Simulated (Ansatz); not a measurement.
# O vacancy in TiO2 (Rutile), part 2 of 2

A defect calculation: O vacancy in TiO2 (Rutile), supercell of 48 sites.

Ansatz 0.2.0; DFT PBE, scalar-relativistic, plane waves, PAW.

### Step 5. The output, continued: O vacancy (site f), charge +0, atoms relaxed at the host's cell

Output, continued:

```text
  k-point 1: bands = ["-48.0638", "-48.0594", "-48.0537", "-48.0443", "-48.0407", "-48.0364", "-48.0295", "-48.0277", "-48.0219", "-48.0073", "-47.9762", "-47.9030", "-47.8463", "-47.8207", "-47.7840", "-47.7766", "-24.6115", "-24.5834", "-24.5805", "-24.5188", "-24.4179", "-24.4020", "-24.3997", "-24.3823", "-24.3741", "-24.3688", "-24.3505", "-24.3500", "-24.3433", "-24.3383", "-24.3107", "-24.2999", "-24.2958", "-24.2922", "-24.2881", "-24.2846", "-24.2717", "-24.2668", "-24.2483", "-24.2369", "-24.2316", "-24.2297", "-24.2234", "-24.2223", "-24.2200", "-24.2051", "-24.2045", "-24.1996", "-24.1956", "-24.1908", "-24.1693", "-24.1602", "-24.1480", "-24.1372", "-24.1260", "-24.1157", "-24.1087", "-24.0979", "-24.0715", "-24.0288", "-24.0167", "-24.0152", "-23.9822", "-23.9357", "-9.2766", "-8.8797", "-8.8095", "-8.7455", "-8.6900", "-8.5859", "-8.4300", "-8.4181", "-8.3937", "-8.3150", "-8.2674", "-8.2167", "-8.2043", "-8.1984", "-8.1533", "-8.1463", "-8.0555", "-8.0059", "-7.9864", "-7.9162", "-7.9127", "-7.8825", "-7.8813", "-7.8216", "-7.8192", "-7.7663", "-7.7280", "-7.7055", "-7.7054", "-7.6975", "-7.6324", "3.3106", "3.5329", "3.6354", "3.6591", "3.7600", "3.8237", "3.8412", "4.0156", "4.0390", "4.0854", "4.1179", "4.1182", "4.1646", "4.1898", "4.2435", "4.2665", "4.2789", "4.3068", "4.3515", "4.3590", "4.3901", "4.4420", "4.4977", "4.6072", "4.6213", "4.6649", "4.6711", "4.7520", "4.7752", "4.8597", "4.9294", "5.0268", "5.0718", "5.1499", "5.2080", "5.2483", "5.2523", "5.3397", "5.4056", "5.4507", "5.4813", "5.5176", "5.5356", "5.5878", "5.6249", "5.6604", "5.6840", "5.7738", "5.8270", "5.8387", "5.9770", "6.0503", "6.1106", "6.1495", "6.1509", "6.2265", "6.2985", "6.3700", "6.4446", "6.4542", "6.4870", "6.5971", "6.6663", "6.6735", "6.7308", "6.7834", "6.7962", "6.8610", "6.8933", "6.9465", "6.9907", "7.0363", "7.1544", "7.1573", "7.1888", "7.2154", "7.2735", "7.3222", "7.3256", "7.3737", "7.3949", "7.4786", "7.5309", "7.5833", "7.6144", "7.6195", "7.6439", "7.7048", "7.7515", "7.8102", "8.0690", "8.0875", "8.3389", "10.8339", "10.8731", "10.9272", "10.9353", "11.0210", "11.0256", "11.0664", "11.1315", "11.1660", "11.2170", "11.2426", "11.3834", "11.4487", "11.4737", "11.4875", "11.5297", "11.5577", "11.5879", "11.5991", "11.6247", "11.6401", "11.6637", "11.6676", "11.7269", "11.7665", "11.8117", "11.8596", "11.9367", "11.9642", "11.9991", "12.0082", "12.0628", "12.1029", "12.1513", "12.2266", "12.2843", "12.3163", "12.3920", "12.4139", "12.4467", "12.4519", "12.4717", "12.5263", "12.5323", "12.5921", "12.6358", "12.7296", "12.7967"]
  k-point 2: bands = ["-48.0638", "-48.0594", "-48.0537", "-48.0443", "-48.0407", "-48.0364", "-48.0295", "-48.0277", "-48.0219", "-48.0073", "-47.9762", "-47.9030", "-47.8463", "-47.8207", "-47.7840", "-47.7766", "-24.6115", "-24.5834", "-24.5805", "-24.5188", "-24.4179", "-24.4020", "-24.3996", "-24.3823", "-24.3748", "-24.3679", "-24.3506", "-24.3499", "-24.3433", "-24.3381", "-24.3111", "-24.3008", "-24.2954", "-24.2918", "-24.2882", "-24.2846", "-24.2725", "-24.2657", "-24.2481", "-24.2373", "-24.2311", "-24.2298", "-24.2233", "-24.2228", "-24.2195", "-24.2053", "-24.2047", "-24.1996", "-24.1958", "-24.1909", "-24.1693", "-24.1604", "-24.1480", "-24.1371", "-24.1260", "-24.1156", "-24.1087", "-24.0980", "-24.0713", "-24.0289", "-24.0166", "-24.0152", "-23.9822", "-23.9357", "-9.2768", "-8.8808", "-8.8098", "-8.7435", "-8.6903", "-8.5837", "-8.4321", "-8.4149", "-8.3959", "-8.3214", "-8.2601", "-8.2173", "-8.2042", "-8.1979", "-8.1539", "-8.1480", "-8.0558", "-8.0074", "-7.9880", "-7.9150", "-7.9098", "-7.8832", "-7.8797", "-7.8231", "-7.8203", "-7.7657", "-7.7283", "-7.7073", "-7.7055", "-7.6943", "-7.6331", "3.3089", "3.5357", "3.6337", "3.6585", "3.7608", "3.8252", "3.8483", "4.0203", "4.0467", "4.0745", "4.1160", "4.1164", "4.1556", "4.1837", "4.2275", "4.2784", "4.2960", "4.3134", "4.3502", "4.3530", "4.3758", "4.4402", "4.4991", "4.6069", "4.6175", "4.6648", "4.6768", "4.7551", "4.7857", "4.8607", "4.9193", "5.0237", "5.0720", "5.1652", "5.2221", "5.2412", "5.2626", "5.3312", "5.3963", "5.4447", "5.5015", "5.5145", "5.5247", "5.5831", "5.6279", "5.6573", "5.6947", "5.7752", "5.8305", "5.8461", "5.9615", "6.0396", "6.1111", "6.1472", "6.1523", "6.2337", "6.2833", "6.3515", "6.4215", "6.4776", "6.5064", "6.5763", "6.6650", "6.6780", "6.7294", "6.7966", "6.8160", "6.8836", "6.8973", "6.9215", "7.0087", "7.0329", "7.1441", "7.1538", "7.1671", "7.2442", "7.2519", "7.3011", "7.3212", "7.3773", "7.4027", "7.4831", "7.5176", "7.5803", "7.6150", "7.6157", "7.6458", "7.7355", "7.7618", "7.8195", "8.0555", "8.0921", "8.3347", "10.7908", "10.8861", "10.9380", "10.9768", "10.9785", "11.0141", "11.0783", "11.1451", "11.1833", "11.2107", "11.2311", "11.3877", "11.4537", "11.4547", "11.4928", "11.5231", "11.5638", "11.5866", "11.5903", "11.6257", "11.6423", "11.6710", "11.6997", "11.7132", "11.7426", "11.8152", "11.8543", "11.9611", "11.9694", "11.9917", "12.0012", "12.0651", "12.1148", "12.1377", "12.2227", "12.2928", "12.2988", "12.3813", "12.4292", "12.4523", "12.4648", "12.4816", "12.5126", "12.5278", "12.6075", "12.6491", "12.7156", "12.7885"]
  k-point 3: bands = ["-48.0625", "-48.0589", "-48.0548", "-48.0450", "-48.0417", "-48.0359", "-48.0342", "-48.0239", "-48.0191", "-48.0085", "-47.9764", "-47.9030", "-47.8459", "-47.8216", "-47.7801", "-47.7799", "-24.5582", "-24.5457", "-24.5413", "-24.5289", "-24.5135", "-24.5058", "-24.4950", "-24.4021", "-24.3575", "-24.3486", "-24.3457", "-24.3241", "-24.3042", "-24.3030", "-24.2992", "-24.2924", "-24.2734", "-24.2694", "-24.2684", "-24.2619", "-24.2585", "-24.2525", "-24.2470", "-24.2397", "-24.2373", "-24.2289", "-24.2231", "-24.2183", "-24.2178", "-24.2120", "-24.2082", "-24.1998", "-24.1956", "-24.1933", "-24.1866", "-24.1815", "-24.1633", "-24.1491", "-24.1355", "-24.1169", "-24.1084", "-24.1004", "-24.0349", "-24.0288", "-24.0191", "-24.0119", "-23.9891", "-23.9559", "-9.3011", "-8.9109", "-8.7296", "-8.6894", "-8.5930", "-8.5488", "-8.5291", "-8.4858", "-8.4776", "-8.3169", "-8.2633", "-8.2452", "-8.2309", "-8.1799", "-8.1445", "-8.1043", "-8.0382", "-8.0301", "-7.9751", "-7.9648", "-7.9420", "-7.8644", "-7.8310", "-7.8071", "-7.7991", "-7.7784", "-7.7533", "-7.7228", "-7.7176", "-7.6444", "-7.6274", "3.2142", "3.4314", "3.5575", "3.7214", "3.7931", "3.8490", "4.0010", "4.0187", "4.0406", "4.0521", "4.0766", "4.1263", "4.1526", "4.1633", "4.1797", "4.2168", "4.2249", "4.3395", "4.4108", "4.4360", "4.4633", "4.5351", "4.5905", "4.6706", "4.7021", "4.7536", "4.7735", "4.7890", "4.8345", "4.8362", "4.8560", "4.9321", "4.9392", "5.0315", "5.0800", "5.1420", "5.2761", "5.3076", "5.3841", "5.4087", "5.4412", "5.4850", "5.5062", "5.5572", "5.6596", "5.7141", "5.8456", "5.9523", "5.9745", "6.0008", "6.0587", "6.0784", "6.1077", "6.1209", "6.1639", "6.2141", "6.3216", "6.4019", "6.4190", "6.4587", "6.4923", "6.5422", "6.5554", "6.5664", "6.6388", "6.6862", "6.7445", "6.7871", "6.8169", "6.8437", "6.8980", "6.9361", "6.9604", "6.9879", "7.1017", "7.1590", "7.2225", "7.2912", "7.3509", "7.3932", "7.4631", "7.5821", "7.6156", "7.6742", "7.7144", "7.7274", "7.8133", "7.8224", "7.8758", "7.9202", "7.9423", "8.0398", "8.4763", "10.7733", "10.8927", "10.9193", "10.9679", "10.9782", "11.0022", "11.0262", "11.0919", "11.1377", "11.2166", "11.2458", "11.2836", "11.4101", "11.4211", "11.4307", "11.4719", "11.5167", "11.5519", "11.5888", "11.6195", "11.6463", "11.7072", "11.7615", "11.7927", "11.8291", "11.8697", "11.9271", "11.9939", "12.0060", "12.0223", "12.0309", "12.0820", "12.0867", "12.2216", "12.2526", "12.2794", "12.3016", "12.3105", "12.3496", "12.4416", "12.4583", "12.4988", "12.5641", "12.6041", "12.6329", "12.6675", "12.6791", "12.7246"]
--- Relaxed structure (16 steps of the walk, 12 accepted, 0 SCFs on fresh bases) ---
  F+E_penalty+E_count = -57649.01382459 eV   max|allowed force component| = 1.263e-2 eV/Å
  atoms:
    - { symbol: Ti, position: [-0.011605154173565203, 0.49337874890038724, 0.49480075840879856] }
    - { symbol: Ti, position: [0.002898671444207734, 0.7534940489363032, 0.7554816357776386] }
    - { symbol: Ti, position: [0.5000694005304978, 1.0067690002931509, 0.4930410371548678] }
    - { symbol: Ti, position: [0.5057912744450465, 0.24636784305273027, 0.7657182240356902] }
    - { symbol: Ti, position: [0.49950772039528735, 0.5213922977871572, -0.0220702036920521] }
    - { symbol: Ti, position: [0.505790562974534, 0.7398534138129772, 0.25921969856600624] }
    - { symbol: Ti, position: [-0.004470364609531596, 0.997086030112891, -0.0017699283323230341] }
    - { symbol: Ti, position: [0.002915726431009821, 0.24721201823501307, 0.2491905846480158] }
    - { symbol: Ti, position: [0.500836739943493, 0.3719555189145006, 0.41494538580954643] }
    - { symbol: Ti, position: [0.4897892693505974, 0.6338538604054926, 0.6134842672442048] }
    - { symbol: Ti, position: [0.005632700202414992, 0.8764707795529617, 0.37822303517315736] }
    - { symbol: Ti, position: [0.000990884953545712, 0.12485779349655546, 0.6261299280922837] }
    - { symbol: Ti, position: [0.0009567724437447023, 0.3744718183693577, 0.8759082418870149] }
    - { symbol: Ti, position: [0.005599121777886518, 0.6271870952799743, 0.1287716457244376] }
    - { symbol: Ti, position: [0.48978707732686344, 0.8761020850791654, 0.8557802596066159] }
    - { symbol: Ti, position: [0.5008213613500195, 0.0857435730830752, 0.12867797103267153] }
    - { symbol: O, position: [0.49739025861321906, 0.587781958957514, 0.3993049992228988] }
    - { symbol: O, position: [-0.002110716872309182, 0.8479043344598376, 0.14982371091951374] }
    - { symbol: O, position: [0.001613134982770853, 0.10056630698885996, 0.4017471454907645] }
    - { symbol: O, position: [0.0006086050264522969, 0.3496575110011134, 0.6507874722308101] }
    - { symbol: O, position: [0.0015901869364398635, 0.5997181467303387, 0.9009000476724458] }
    - { symbol: O, position: [0.5085327122628052, 0.860009601963898, 0.6483802815745734] }
    - { symbol: O, position: [0.49738868582079343, 0.09790548805135993, 0.9094037587712649] }
    - { symbol: O, position: [0.7963720333445142, 0.5247777785929435, 0.5204052812472512] }
    - { symbol: O, position: [0.8070837157018882, 0.7795736476106666, 0.7746268143893118] }
    - { symbol: O, position: [0.3066898995816324, 0.031202168512459202, 0.5275092569811127] }
    - { symbol: O, position: [0.30781171158219656, 0.27823945792671545, 0.7901850491951633] }
    - { symbol: O, position: [0.307833375259245, 0.5174870898187552, 0.029407474754640783] }
    - { symbol: O, position: [0.3066852294354057, 0.7790002327778692, 0.27530804002330583] }
    - { symbol: O, position: [0.8070989704286604, 0.03229432385221981, 0.02735430624252716] }
    - { symbol: O, position: [0.7963669748557711, 0.27581566907656596, 0.27143713162171634] }
    - { symbol: O, position: [0.5001183595569907, 0.1608126560309037, 0.33911113236737317] }
    - { symbol: O, position: [0.4991397122009957, 0.4085273137779412, 0.6159882498884313] }
    - { symbol: O, position: [0.004542650818159716, 0.6560403421711695, 0.34834284622764344] }
    - { symbol: O, position: [0.0010129481343392754, 0.9044959814833834, 0.596234715357849] }
    - { symbol: O, position: [-0.005513520653794457, 0.15111211073532277, 0.8432151877783539] }
    - { symbol: O, position: [0.0010187340429901326, 0.40460735276923776, 0.0963487693104412] }
    - { symbol: O, position: [0.5034759983661079, 0.6603234435643227, 0.8429672871538745] }
    - { symbol: O, position: [0.49914423110374273, 0.8830174485727651, 0.0904840698778149] }
    - { symbol: O, position: [0.20283482212119236, 0.2271888248122701, 0.223421052732031] }
    - { symbol: O, position: [0.1946648435285666, 0.47736165084060816, 0.47083608133697924] }
    - { symbol: O, position: [0.6930177334102411, 0.7097563511975676, 0.223330986362261] }
    - { symbol: O, position: [0.6945929896851553, 0.973187631987943, 0.4673666260900994] }
    - { symbol: O, position: [0.6945966536659808, 0.22705774658875225, 0.7212285441325155] }
    - { symbol: O, position: [0.6930319527954453, 0.46951418593359184, 0.9831106872139396] }
    - { symbol: O, position: [0.19466040816471059, 0.7236673326207379, 0.7171478187129279] }
    - { symbol: O, position: [0.20282174431364175, 0.9792530229806757, 0.9754856246835923] }
```

Run time: 8.1 min. Hardware: 8 threads of AMD EPYC (Zen 3), shared host; peak memory 2.6 GiB.

Step by step:

```
step  energy from step 1 (eV/cell)  largest force component (eV/Å)
   1                        0.0000                          1.2976
   2                       -0.2853                          0.8997
   3                       -0.6878                          1.0860
   4                       -1.1825                          0.4867
  5x                       -0.8183                          2.3395
   6                       -1.3129                          0.2386
   7                       -1.3247                          0.1163
   8                       -1.3273                          0.0641
   9                       -1.3280                          0.0281
  10                       -1.3293                          0.0371
 11x                       -1.3271                          0.0689
  12                       -1.3313                          0.0306
 13x                       -1.3306                          0.0540
  14                       -1.3341                          0.0233
 15x                       -1.3331                          0.0540
  16                       -1.3347                          0.0126
```

Step 1 is the start. 4 steps were tried and not accepted (marked x).

The atom that moved most is Ti9, by 0.41 Å.

For the maps the cell is shifted so that the defect's site lies at its middle.

Density in a lattice plane of the grid's cell (edges 8.85 and 8.85 Å, at 0.497 of the third edge), which holds Ti and O.

Ten even steps from '0' (0.01 e/Å³) to '9' (9.70 e/Å³):
```
420000000000265201696102
000353000000121000231000
002896100000121000000000
001563000002784002420000
000000023103894015730000
000000266201330002310110
000000143100000000002762
000000000000000000005993
000002320000000000002430
132027950000000000000000
574127840000000000000001
342001100000000132000000
000000100000000598200000
011002530000000586100000
685114741000000111123101
896101210110000000266202
331000002783000000143100
000000003993000000000000
331000001321011000121001
751000000000155201596113
```
Columns run along the first of these edges and rows up along the second, over one cell in 24 and 20 even steps from the bottom left corner. Atoms in the plane (fractional): Ti at (0.16, 0.85), Ti at (0.40, 0.12), Ti at (0.68, 0.33), Ti at (0.90, 0.61), Ti at (0.53, 0.77), Ti at (0.79, 0.97), Ti at (0.03, 0.21), Ti at (0.24, 0.48), O at (0.74, 0.75), O at (0.02, 0.00), O at (0.25, 0.26), O at (0.32, 0.69), O at (0.56, 0.97), O at (0.82, 0.20), O at (0.04, 0.45).

ELF in the same plane.

Ten even steps from '0' (0.01) to '9' (0.82):
```
996111011017966935626459
743766200014788612565137
106406400001443125542101
004767247417537279898300
110222799936327297498200
011016965944784299983341
000016988951110157626656
000001357630000000026137
366226651000000000015773
999554176000000001110115
848655474000000000111039
999514420000001776200039
664124787300004714610014
353169799400102636436511
747378589200110353699934
417359992452011005955946
665125516546100016999823
443100017237212102555312
999400004673499831465149
479400110004987944736459
```
Columns run along the first of these edges and rows up along the second, over one cell in 24 and 20 even steps from the bottom left corner. Atoms in the plane (fractional): Ti at (0.16, 0.85), Ti at (0.40, 0.12), Ti at (0.68, 0.33), Ti at (0.90, 0.61), Ti at (0.53, 0.77), Ti at (0.79, 0.97), Ti at (0.03, 0.21), Ti at (0.24, 0.48), O at (0.74, 0.75), O at (0.02, 0.00), O at (0.25, 0.26), O at (0.32, 0.69), O at (0.56, 0.97), O at (0.82, 0.20), O at (0.04, 0.45).

Both are smooth fields of the valence electrons: close to the nuclei they are not physical.

The highest ELF values outside the cores: 0.84 in the shell around O, 0.6 Å from O; 0.84 beside O, off the lines to its neighbours, 0.6 Å from O; 0.83 on the O–Ti line, 0.7 Å from O.

### Step 6. Energies of the defect

| charge | E(defect cell) - E(host) (eV) | formation energy (eV) | moment over the host's (μB) | largest move (Å) | neighbours |
| --- | --- | --- | --- | --- | --- |
| 0 | 569.430 | 4.46 | 0.00 | 0.37 | 1 Ti at 2.29 Å, 2 Ti at 2.31 Å, 1 O at 2.45 Å |

Atoms are taken from and returned to the elements' standard states: O -564.968 eV an atom at this level.

### Step 7. Results

This closing draws on all 2 parts.

| quantity | value |
| --- | --- |
| formation energy, neutral | 4.46 eV |
| nearest atoms after relaxation, one image of each, neutral | 1 Ti at 2.29 Å, 2 Ti at 2.31 Å, 1 O at 2.45 Å |

Forming the neutral defect takes 4.46 eV with the elements as reservoirs. With elemental O as the reservoir this is the highest cost; O-poor conditions lower it. Spin polarisation was off in the neutral run, so a moment could not show there. With 48 host sites the defect feels its images, so energies are good to tenths of an eV at best. Other minima may exist. Where the defect's electrons or holes spill into a band, band filling in so small a cell adds more. The final runs have no spin polarisation, so no magnetic state was tried and one may lie lower.
